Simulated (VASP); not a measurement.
## K: relaxation of cell and atoms with PBEsol

The system is K.

```
CELL_PARAMETERS angstrom
-2.61250 2.61250 2.61250
2.61250 -2.61250 2.61250
2.61250 2.61250 -2.61250
ATOMIC_POSITIONS crystal
K 0.00000 0.00000 0.00000
```

```json
{
  "Program": "VASP 6.6.1",
  "Task": "relaxation of cell and atoms",
  "Functional": "PBEsol",
  "Potentials or basis": "VASP PAW PBE potentials, release 64 (K_sv)",
  "Cutoff": "600 eV",
  "k mesh": "10 × 10 × 10",
  "Occupations": "methfessel-paxton, width 0.1 eV",
  "Spin": "no spin polarisation",
  "Further INCAR settings": "ALGO = Normal; EDIFF = 1e-06; IBRION = 2; EDIFFG = -0.01; NSW = 90; ISIF = 3"
}
```

```
Pressure after relaxing : 0.0 GPa
Band gap on the k mesh  : none (metal or under the smearing width)
```

Final structure:
```xyz
1
Lattice="-2.6125 2.6125 2.6125 2.6125 -2.6125 2.6125 2.6125 2.6125 -2.6125" Properties=species:S:1:pos:R:3 pbc="T T T"
K     0.0000    0.0000    0.0000
```

Levels at points of the mesh, in eV from the Fermi level:
| k point | band 1 | band 2 | band 3 | band 4 | band 5 | band 6 | band 7 | band 8 |
| --- | --- | --- | --- | --- | --- | --- | --- | --- |
| (0.00, 0.00, 0.00) | -31.97 | -15.48 | -15.48 | -15.48 | -2.20 | 4.33 | 4.33 | 4.33 |
| (0.50, 0.00, 0.00) | -31.96 | -15.55 | -15.50 | -15.48 | 0.45 | 0.71 | 3.18 | 4.95 |
| (0.50, 0.50, 0.50) | -31.96 | -15.53 | -15.53 | -15.53 | 1.67 | 1.67 | 3.55 | 3.55 |

Wall time 11 s on 2 MPI ranks on Intel(R) Xeon(R) Platinum 8259CL CPU @ 2.50GHz (Skylake/Cascade Lake), with other jobs on the host, peak memory 0.2 GiB a rank.

Caveat: the relaxation stopped at its first step, so nothing moved; the PAW data sets were made with another functional, which shifts forces and pressure a little.
